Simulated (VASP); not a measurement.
# Si (a cell with a defect) in VASP: relaxation of the atoms with LDA

Aim: the relaxation of the atoms of Si (a cell with a defect) with LDA.

Program: VASP 6.6.1. These are calculated values, not measurements. Logs are shortened: lines on timing, memory, paths and dates and some standing lists are left out, and cuts for length are marked.

## (1) The crystal as given

The cell holds a defect, 65 atoms: a = 10.806 Å, b = 10.806 Å, c = 10.806 Å, α = 90.00°, β = 90.00°, γ = 90.00°.

The cell was built by a generator and needn't be a form met in nature.

## (2) Relaxation of the atoms, LDA

File INCAR:

```
ALGO = Normal ; EDIFF = 1E-6
EDIFFG = -0.02 ; ENCUT = 300
GGA = CA ; IBRION = 2
ISIF = 2 ; ISMEAR = -1
LASPH = T ; LCHARG = F
LREAL = F ; LWAVE = F
NELM = 100 ; NSW = 40
PREC = Accurate ; SIGMA = 0.05
```

File KPOINTS:

```
k-points
0
Gamma
  2 2 2
```

File POSCAR:

```
Si
1.0
   10.8060000000      0.0000000000      0.0000000000
    0.0000000000     10.8060000000      0.0000000000
    0.0000000000      0.0000000000     10.8060000000
Si
65
Direct
    0.5000000000      0.0000000000      0.0000000000
    0.7500000000      0.2500000000      0.0000000000
    0.7500000000      0.0000000000      0.2500000000
    0.0000000000      0.0000000000      0.0000000000
    0.2500000000      0.2500000000      0.0000000000
    0.5000000000      0.5000000000      0.0000000000
    0.7500000000      0.7500000000      0.0000000000
    0.2500000000      0.0000000000      0.2500000000
    0.5000000000      0.2500000000      0.2500000000
    0.7500000000      0.5000000000      0.2500000000
    0.5000000000      0.0000000000      0.5000000000
    0.7500000000      0.2500000000      0.5000000000
    0.7500000000      0.0000000000      0.7500000000
    0.0000000000      0.5000000000      0.0000000000
    0.2500000000      0.7500000000      0.0000000000
    0.0000000000      0.2500000000      0.2500000000
    0.2500000000      0.5000000000      0.2500000000
    0.5000000000      0.7500000000      0.2500000000
    0.0000000000      0.0000000000      0.5000000000
    0.2500000000      0.2500000000      0.5000000000
    0.5000000000      0.5000000000      0.5000000000
    0.7500000000      0.7500000000      0.5000000000
    0.2500000000      0.0000000000      0.7500000000
    0.5000000000      0.2500000000      0.7500000000
    0.7500000000      0.5000000000      0.7500000000
    0.0000000000      0.7500000000      0.2500000000
    0.0000000000      0.5000000000      0.5000000000
    0.2500000000      0.7500000000      0.5000000000
    0.0000000000      0.2500000000      0.7500000000
    0.2500000000      0.5000000000      0.7500000000
    0.5000000000      0.7500000000      0.7500000000
    0.0000000000      0.7500000000      0.7500000000
    0.6250000000      0.1250000000      0.1250000000
    0.8750000000      0.3750000000      0.1250000000
    0.8750000000      0.1250000000      0.3750000000
    0.1250000000      0.1250000000      0.1250000000
    0.3750000000      0.3750000000      0.1250000000
    0.6250000000      0.6250000000      0.1250000000
    0.8750000000      0.8750000000      0.1250000000
    0.3750000000      0.1250000000      0.3750000000
    0.6250000000      0.3750000000      0.3750000000
    0.8750000000      0.6250000000      0.3750000000
    0.6250000000      0.1250000000      0.6250000000
    0.8750000000      0.3750000000      0.6250000000
    0.8750000000      0.1250000000      0.8750000000
    0.1250000000      0.6250000000      0.1250000000
    0.3750000000      0.8750000000      0.1250000000
    0.1250000000      0.3750000000      0.3750000000
    0.3750000000      0.6250000000      0.3750000000
    0.6250000000      0.8750000000      0.3750000000
    0.1250000000      0.1250000000      0.6250000000
    0.3750000000      0.3750000000      0.6250000000
    0.6250000000      0.6250000000      0.6250000000
    0.8750000000      0.8750000000      0.6250000000
    0.3750000000      0.1250000000      0.8750000000
    0.6250000000      0.3750000000      0.8750000000
    0.8750000000      0.6250000000      0.8750000000
    0.1250000000      0.8750000000      0.3750000000
    0.1250000000      0.6250000000      0.6250000000
    0.3750000000      0.8750000000      0.6250000000
    0.1250000000      0.3750000000      0.8750000000
    0.3750000000      0.6250000000      0.8750000000
    0.6250000000      0.8750000000      0.8750000000
    0.1250000000      0.8750000000      0.8750000000
    0.3125000000      0.3125000000      0.3125000000
```

Potentials or basis: VASP PAW LDA potentials, release 64 (Si).

Run with:

```bash
$ cat potpaw_LDA.64/Si/POTCAR > POTCAR
$ mpirun -np 1 vasp_std > vasp.out
```

OUTCAR:

```text
EDIFF = 1E-6
   EDIFFG = -0.02
   ENCUT = 300
   GGA = CA
   IBRION = 2
   ISIF = 2
   ISMEAR = -1
   LASPH = T
   LREAL = F
   NELM = 100
   NSW = 40
   PREC = Accurate

 ion  position               nearest neighbor table
   1  0.500  0.000  0.000-  33 2.34  47 2.34  55 2.34  63 2.34
   2  0.750  0.250  0.000-  33 2.34  34 2.34  45 2.34  56 2.34
   3  0.750  0.000  0.250-  33 2.34  35 2.34  39 2.34  50 2.34
   4  0.000  0.000  0.000-  36 2.34  39 2.34  45 2.34  64 2.34
   5  0.250  0.250  0.000-  36 2.34  37 2.34  55 2.34  61 2.34
   6  0.500  0.500  0.000-  37 2.34  38 2.34  56 2.34  62 2.34
   7  0.750  0.750  0.000-  38 2.34  39 2.34  57 2.34  63 2.34
   8  0.250  0.000  0.250-  36 2.34  40 2.34  47 2.34  58 2.34
   9  0.500  0.250  0.250-  65 2.24  37 2.34  40 2.34  41 2.34  33 2.34
  10  0.750  0.500  0.250-  34 2.34  38 2.34  41 2.34  42 2.34
  11  0.500  0.000  0.500-  40 2.34  43 2.34  50 2.34  60 2.34
  12  0.750  0.250  0.500-  35 2.34  41 2.34  43 2.34  44 2.34
  13  0.750  0.000  0.750-  43 2.34  45 2.34  54 2.34  63 2.34
  14  0.000  0.500  0.000-  34 2.34  46 2.34  57 2.34  61 2.34
  15  0.250  0.750  0.000-  46 2.34  47 2.34  62 2.34  64 2.34
  16  0.000  0.250  0.250-  34 2.34  35 2.34  36 2.34  48 2.34
  17  0.250  0.500  0.250-  65 2.24  46 2.34  48 2.34  49 2.34  37 2.34
[... 32 lines left out ...]
  50  0.625  0.875  0.375-   3 2.34  11 2.34  18 2.34  22 2.34
  51  0.125  0.125  0.625-  19 2.34  20 2.34  23 2.34  29 2.34
  52  0.375  0.375  0.625-  20 2.34  21 2.34  24 2.34  30 2.34
  53  0.625  0.625  0.625-  21 2.34  22 2.34  25 2.34  31 2.34
  54  0.875  0.875  0.625-  13 2.34  19 2.34  22 2.34  32 2.34
[... 8 lines left out ...]
  63  0.625  0.875  0.875-   1 2.34   7 2.34  13 2.34  31 2.34
  64  0.125  0.875  0.875-   4 2.34  15 2.34  23 2.34  32 2.34
  65  0.312  0.312  0.312-   9 2.24  17 2.24  20 2.24  37 2.24  40 2.24  48 2.24

  LATTYP: Found a simple cubic cell.
 ALAT       =    10.8060000000

  Lattice vectors:

 A1 = (  10.8060000000,   0.0000000000,   0.0000000000)
 A2 = (   0.0000000000,  10.8060000000,   0.0000000000)
 A3 = (   0.0000000000,   0.0000000000,  10.8060000000)

Analysis of symmetry for initial positions (statically):
=====================================================================
 Subroutine PRICEL returns:
 Original cell was already a primitive cell.

 Routine SETGRP: Setting up the symmetry group for a
 simple cubic supercell.

 Subroutine GETGRP returns: Found 12 space group operations
 (whereof  6 operations were pure point group operations)
 out of a pool of 48 trial point group operations.

The static configuration has the point symmetry C_3v.
 The point group associated with its full space group is D_3d.

Analysis of symmetry for dynamics (positions and initial velocities):
=====================================================================
 Subroutine PRICEL returns:
 Original cell was already a primitive cell.

 Routine SETGRP: Setting up the symmetry group for a
 simple cubic supercell.

 Subroutine GETGRP returns: Found 12 space group operations
 (whereof  6 operations were pure point group operations)
 out of a pool of 48 trial point group operations.

The dynamic configuration has the point symmetry C_3v.
 The point group associated with its full space group is D_3d.

 Subroutine INISYM returns: Found 12 space group operations
 (whereof  6 operations are pure point group operations),
 and found     1 'primitive' translations

----------------------------------------------------------------------------------------

                                     Primitive cell

  volume of cell :    1261.8127

  direct lattice vectors                    reciprocal lattice vectors
    10.806000000  0.000000000  0.000000000     0.092541181  0.000000000  0.000000000
     0.000000000 10.806000000  0.000000000     0.000000000  0.092541181  0.000000000
     0.000000000  0.000000000 10.806000000     0.000000000  0.000000000  0.092541181

[... 167 lines left out ...]
  0.500000  0.000000  0.000000      3.000000
  0.500000  0.500000  0.000000      3.000000
  0.500000  0.500000  0.500000      1.000000
   k-points           NKPTS =      4   k-points in BZ     NKDIM =      4   number of bands    NBANDS=    163
   number of dos      NEDOS =    301   number of ions     NIONS =     65
   total plane-waves  NPLWV = 262144
   dimension x,y,z NGX =    64 NGY =   64 NGZ =   64
   dimension x,y,z NGXF=   128 NGYF=  128 NGZF=  128
   ions per type =              65
   NGX,Y,Z   is equivalent  to a cutoff of   9.85,  9.85,  9.85 a.u.
   NGXF,Y,Z  is equivalent  to a cutoff of  19.69, 19.69, 19.69 a.u.
 SYSTEM =  unknown system
   PREC   = accura    normal or accurate (medium, high low for compatibility)
   ISTART =      0    job   : 0-new  1-cont  2-samecut
   ICHARG =      2    charge: 1-file 2-atom 10-const
   ISPIN  =      1    spin polarized calculation?
   LNONCOLLINEAR =      F non collinear calculations
   LSORBIT =      F    spin-orbit coupling
   LASPH  =      T    aspherical Exc in radial PAW
   ENCUT  =  300.0 eV  22.05 Ry    4.70 a.u.  15.26 15.26 15.26*2*pi/ulx,y,z
   NELM   =    100;   NELMIN=  2; NELMDL= -5     # of ELM steps
   EDIFF  = 0.1E-05   stopping-criterion for ELM
   LREAL  =      F    real-space projection
   EDIFFG = -.2E-01   stopping-criterion for IOM
   NSW    =     40    number of steps for IOM
   IBRION =      2    ionic relax: 0-MD 1-quasi-New 2-CG
   NFREE  =      1    steps in history (QN), initial steepest desc. (CG)
   ISIF   =      2    stress and relaxation
   ISYM   =      2    0-nonsym 1-usesym 2-fastsym
   POTIM  = 0.5000    time-step for ionic-motion
   TEBEG  =    0.0;   TEEND  =   0.0 temperature during run
   PSTRESS=    0.0 pullay stress
   NELECT =     260.0000    total number of electrons
   NUPDOWN=      -1.0000    fix difference up-down
   EMIN   =  10.00;   EMAX   =-10.00  energy-range for DOS
   EFERMI =   0.00;   METHOD = LEGACY
   ISMEAR =    -1;   SIGMA  =   0.05  broadening in eV -4-tet -1-fermi 0-gaus
   EFERMI_NEDOS =   21; number of points for ismear=-14 and -15
   IALGO  =     38    algorithm
   IMIX   =      4    mixing-type and parameters
     AMIX     =   0.40;   BMIX     =  1.00
     AMIX_MAG =   1.60;   BMIX_MAG =  1.00
  volume/ion in A,a.u.               =      19.41       131.00
  Fermi-wavevector in a.u.,A,eV,Ry     =   0.966943  1.827258 12.721165  0.934979
  Thomas-Fermi vector in A             =   2.096787
   LORBIT       =      0    0 simple, 1 ext, 2 COOP (PROOUT), +10 PAW based schemes
   GGA     = CA    functional components
   LHFCALC =     F    Hartree Fock is set to
   AEXX    =    0.0000 exact exchange contribution
   IVDW    =     0    specifies the selected vdW correction
   LEPSILON=     F    determine dielectric tensor
   LRPA    =     F    only Hartree local field effects (RPA)
 conjugate gradient relaxation of ions
 non-spin polarized calculation
  energy-cutoff  :      300.00
  volume of cell :     1261.81
 maximum number of plane-waves:     15000
 NGX is ok and might be reduce to    64
   NGX = 31   NGY = 31   NGZ = 31

--------------------------------------- Ionic step        1  -------------------------------------------

 number of electron     260.0000171 magnetization

 Free energy of the ion-electron system (eV)
  ---------------------------------------------------
  ext. energy  EPLUGINS =         0.00000000
  ---------------------------------------------------
  free energy    TOTEN  =      -382.80259253 eV

  energy without entropy =     -382.79532139  energy(sigma->0) =     -382.79895696

------------------------ aborting loop because EDIFF is reached ----------------------------------------

  FORCE on cell =-STRESS in cart. coord.  units (eV):
  Direction    XX          YY          ZZ          XY          YZ          ZX
  --------------------------------------------------------------------------------------
  -------------------------------------------------------------------------------------
  Total        9.1132549      9.1132549      9.1132549     -3.5794676     -3.5794676     -3.5794676
  in kB       11.5714880     11.5714880     11.5714880     -4.5450025     -4.5450025     -4.5450025
  external PRESSURE =      11.5714880 kB  Pullay stress =       0.0000000 kB
[... 278 lines left out ...]
  FREE ENERGIE OF THE ION-ELECTRON SYSTEM (eV)
  ---------------------------------------------------
  free  energy   TOTEN  =      -383.4871038170 eV

  energy  without entropy=     -383.4761114192  energy(sigma->0) =     -383.48160762

[... ionic steps 4 to 13 ...]

--------------------------------------- Ionic step       14  -------------------------------------------

 number of electron     260.0000055 magnetization

------------------------ aborting loop because EDIFF is reached ----------------------------------------
[... 193 lines left out ...]
--------------------------------------- Ionic step       16  -------------------------------------------

 number of electron     260.0000053 magnetization

 Free energy of the ion-electron system (eV)
  ---------------------------------------------------
  ext. energy  EPLUGINS =         0.00000000
  ---------------------------------------------------
  free energy    TOTEN  =      -383.67709626 eV

  energy without entropy =     -383.66625435  energy(sigma->0) =     -383.67167530

 E-fermi :   6.3798     XC(G=0):  -9.7282

 val. band max:        6.1743683344   @ k =   0.5000   0.5000   0.0000
 cond. band min:       6.5587677858   @ k =   0.0000   0.0000   0.0000
 fundamental gap:      0.3843994513
 Fermi energy:         6.3798001040

 k-point     1 :       0.0000    0.0000    0.0000
  band No.  band energies     occupation
      1      -6.3466      2.00000
      2      -5.6061      2.00000
      3      -4.9923      2.00000
      4      -4.9923      2.00000
      5      -4.9466      2.00000
      6      -4.9466      2.00000
[... 569 lines left out ...]
    141       7.4271      0.00000
    142       7.4352      0.00000
 [bands above 142 left out]

------------------------ aborting loop because EDIFF is reached ----------------------------------------

  FORCE on cell =-STRESS in cart. coord.  units (eV):
  Direction    XX          YY          ZZ          XY          YZ          ZX
  --------------------------------------------------------------------------------------
  -------------------------------------------------------------------------------------
  Total        5.8220985      5.8220985      5.8220985     -0.2889495     -0.2889495     -0.2889495
  in kB        7.3925666      7.3925666      7.3925666     -0.3668915     -0.3668915     -0.3668915
  external PRESSURE =       7.3925666 kB  Pullay stress =       0.0000000 kB
[... 80 lines left out ...]
  FREE ENERGIE OF THE ION-ELECTRON SYSTEM (eV)
  ---------------------------------------------------
  free  energy   TOTEN  =      -383.6770962583 eV

  energy  without entropy=     -383.6662543513  energy(sigma->0) =     -383.67167530

 reached required accuracy - stopping structural energy minimisation
```

It took 65 min on 1 thread of Intel Xeon 6975P-C (Granite Rapids), shared host; peak memory 0.58 GiB.

Results:

```yaml
Free_energy: -383.6771 eV
Energy_gained_by_relaxing: 13.5 meV/atom
Ionic_steps: 16
Pressure_after_relaxing: 0.7 GPa
Largest_force_after_relaxing: 0.016 eV/Å
Band_gap_on_the_k_mesh: 0.38 eV, indirect (least direct gap 0.53 eV)
```

Forces on the atoms (eV/Å):
```
Si  -0.010 -0.009 -0.009
Si   0.001 -0.006  0.000
Si   0.001  0.000 -0.006
Si  -0.005 -0.005 -0.005
Si  -0.006 -0.006  0.005
Si  -0.001 -0.001  0.000
Si   0.000  0.000 -0.016
Si  -0.006  0.005 -0.006
Si  -0.002 -0.001 -0.001
Si  -0.001  0.001 -0.008
Si  -0.001  0.000 -0.001
Si  -0.001 -0.008  0.001
Si   0.000 -0.016  0.000
Si  -0.009 -0.010 -0.009
Si  -0.006  0.001  0.000
Si   0.005 -0.006 -0.006
Si  -0.001 -0.002 -0.001
Si   0.001 -0.001 -0.008
Si  -0.009 -0.009 -0.010
Si  -0.001 -0.001 -0.002
Si   0.003  0.003  0.003
Si  -0.001 -0.001 -0.007
Si  -0.006  0.000  0.001
Si   0.001 -0.008 -0.001
Si  -0.001 -0.007 -0.001
Si   0.000  0.001 -0.006
Si   0.000 -0.001 -0.001
Si  -0.008 -0.001  0.001
Si   0.000 -0.006  0.001
Si  -0.008  0.001 -0.001
Si  -0.007 -0.001 -0.001
Si  -0.016  0.000  0.000
Si   0.000  0.001  0.001
Si   0.001  0.008 -0.001
Si   0.001 -0.001  0.008
Si  -0.003 -0.003 -0.003
Si   0.001  0.001  0.002
Si   0.009  0.009  0.010
Si   0.001  0.001  0.007
Si   0.001  0.002  0.001
Si  -0.005  0.006  0.006
Si  -0.001  0.000  0.006
Si   0.009  0.010  0.009
Si  -0.001  0.006  0.000
Si   0.001  0.007  0.001
Si   0.001  0.000  0.001
Si   0.008  0.001 -0.001
Si   0.002  0.001  0.001
Si   0.006 -0.005  0.006
Si   0.000 -0.001  0.006
Si   0.001  0.001  0.000
Si   0.006  0.006 -0.005
Si   0.005  0.005  0.005
Si   0.000  0.000  0.016
Si   0.008 -0.001  0.001
Si   0.000  0.006 -0.001
Si   0.000  0.016  0.000
Si  -0.001  0.001  0.008
Si   0.010  0.009  0.009
Si   0.006 -0.001  0.000
Si  -0.001  0.008  0.001
Si   0.006  0.000 -0.001
Si   0.016  0.000  0.000
Si   0.007  0.001  0.001
Si   0.000  0.000  0.000
```

The path:
| step | energy change (eV) | largest force (eV/Å) | pressure (GPa) |
| --- | --- | --- | --- |
| 1 | 0.0000 | 2.0815 | 1.16 |
| 2 | -0.6792 | 0.5973 | 0.87 |
| 3 | -0.6845 | 0.6281 | 0.86 |
| 4 | -0.8105 | 0.2111 | 0.82 |
| 5 | -0.8310 | 0.1281 | 0.80 |
| 6 | -0.8501 | 0.0660 | 0.79 |
| 7 | -0.8520 | 0.0771 | 0.78 |
| 8 | -0.8577 | 0.0830 | 0.78 |
| 9 | -0.8593 | 0.1030 | 0.78 |
| 10 | -0.8641 | 0.0897 | 0.77 |
| 11 | -0.8664 | 0.0713 | 0.76 |
| 12 | -0.8704 | 0.0413 | 0.76 |
| 13 | -0.8719 | 0.0490 | 0.75 |
| 14 | -0.8737 | 0.0287 | 0.75 |
| 15 | -0.8740 | 0.0318 | 0.74 |
| 16 | -0.8745 | 0.0163 | 0.74 |

Final structure:
```xyz
65
Lattice="10.8060 0.0000 0.0000 0.0000 10.8060 0.0000 0.0000 0.0000 10.8060" Properties=species:S:1:pos:R:3 pbc="T T T"
Si    5.3841   10.7784   10.7784
Si    8.1112    2.7018   10.7914
Si    8.1112   10.7914    2.7018
Si    0.0390    0.0390    0.0390
Si    2.7029    2.7029   10.7690
Si    5.4668    5.4668   10.7700
Si    8.1185    8.1185    0.0005
Si    2.7029   10.7690    2.7029
Si    5.5274    2.6730    2.6730
Si    8.1200    5.4091    2.7044
Si    5.4668   10.7700    5.4668
Si    8.1200    2.7044    5.4091
Si    8.1185    0.0005    8.1185
Si   10.7784    5.3841   10.7784
Si    2.7018    8.1112   10.7914
Si   10.7690    2.7029    2.7029
Si    2.6730    5.5274    2.6730
Si    5.4091    8.1200    2.7044
Si   10.7784   10.7784    5.3841
Si    2.6730    2.6730    5.5274
Si    5.3529    5.3529    5.3529
Si    8.0883    8.0883    5.4100
Si    2.7018   10.7914    8.1112
Si    5.4091    2.7044    8.1200
Si    8.0883    5.4100    8.0883
Si   10.7914    8.1112    2.7018
Si   10.7700    5.4668    5.4668
Si    2.7044    8.1200    5.4091
Si   10.7914    2.7018    8.1112
Si    2.7044    5.4091    8.1200
Si    5.4100    8.0883    8.0883
Si    0.0005    8.1185    8.1185
Si    6.7897    1.2869    1.2869
Si    9.4397    4.0493    1.3446
Si    9.4397    1.3446    4.0493
Si    1.4009    1.4009    1.4009
Si    4.0807    4.0807    1.2264
Si    6.7813    6.7813    1.3697
Si    9.4715    9.4715    1.3438
Si    4.0807    1.2264    4.0807
Si    6.7908    4.0509    4.0509
Si    9.4485    6.7684    4.0520
Si    6.7813    1.3697    6.7813
Si    9.4485    4.0520    6.7684
Si    9.4715    1.3438    9.4715
Si    1.2869    6.7897    1.2869
Si    4.0493    9.4397    1.3446
Si    1.2264    4.0807    4.0807
Si    4.0509    6.7908    4.0509
Si    6.7684    9.4485    4.0520
Si    1.2869    1.2869    6.7897
Si    4.0509    4.0509    6.7908
Si    6.7147    6.7147    6.7147
Si    9.4412    9.4412    6.7532
Si    4.0493    1.3446    9.4397
Si    6.7684    4.0520    9.4485
Si    9.4412    6.7532    9.4412
Si    1.3446    9.4397    4.0493
Si    1.3697    6.7813    6.7813
Si    4.0520    9.4485    6.7684
Si    1.3446    4.0493    9.4397
Si    4.0520    6.7684    9.4485
Si    6.7532    9.4412    9.4412
Si    1.3438    9.4715    9.4715
Si    3.3769    3.3769    3.3769
```

Caveat: the cutoff is under 1.25 times the usual one of these potentials, so pressure, stress and relaxed cells hold a basis-set (Pulay) error.
